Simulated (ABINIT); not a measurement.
Wanted: the native input for an ABINIT 10.8.3 (patched build) run.

```
Task                : equation of state
Functional          : PBE
Potentials or basis : JTH PAW PBE v2.0
Cutoff              : 626 eV
k mesh              : 8 × 8 × 8
Occupations         : fermi-dirac, width 0.05 eV
Spin                : no spin polarisation
Fine-grid cutoff    : 1224.51 eV
```

CaF2 (Fluorite):

```xyz
3
Lattice="0.0000 2.7310 2.7310 2.7310 0.0000 2.7310 2.7310 2.7310 0.0000" Properties=species:S:1:pos:R:3 pbc="T T T"
Ca    0.0000    0.0000    0.0000
F     4.0965    4.0965    4.0965
F     1.3655    1.3655    1.3655
```

The input as run:

run.abi

```
# Datasets: one volume each
ndtset 7
getwfk -1
scalecart1 3*0.9795861087
scalecart2 3*0.9864848297
scalecart3 3*0.9932883884
scalecart4 3*1.0000000000
scalecart5 3*1.0066227096
scalecart6 3*1.0131594038
scalecart7 3*1.0196128224

# Pseudopotentials
pp_dirpath "./"
pseudos "Ca.GGA_PBE-JTH.xml, F.GGA_PBE-JTH.xml"

# Structure
acell 7.2985328152 7.2985328152 7.2985328152
rprim
     0.0000000000     0.7071067812     0.7071067812
     0.7071067812     0.0000000000     0.7071067812
     0.7071067812     0.7071067812     0.0000000000
ntypat 2
znucl 20 9
natom 3
typat 1 2 2
xred
     0.0000000000     0.0000000000     0.0000000000
     0.7500000000     0.7500000000     0.7500000000
     0.2500000000     0.2500000000     0.2500000000

# Plane-wave basis
ecut 23.0
pawecutdg 45.0
pawxcdev 0

# k points
kptopt 1
ngkpt 8 8 8
nshiftk 1
shiftk 0.0 0.0 0.0

# Exchange and correlation
ixc 11

# Bands and occupations
nband 16
occopt 3
tsmear 0.05 eV

# SCF cycle
nstep 100
tolvrs 1.0e-9

# Output
iomode 3
prtwf 1
prtden 0
prteig 0
prtebands 0
enunit 1
```

Potentials or basis: JTH PAW PBE v2.0.

Command:

```console
$ abinit run.abi > log 2>&1
```

It gave:

* Equilibrium volume: 13.94 Å³/atom
* Bulk modulus: 76 GPa
* Pressure derivative of the bulk modulus: 5.2 (rough: it moves with the points fitted)

Caveat: pressures at fixed basis lie under the slope of the energies.

Run time: 2.5 min on 1 thread of Arm Neoverse V1, on a shared host, peak memory 0.16 GiB.
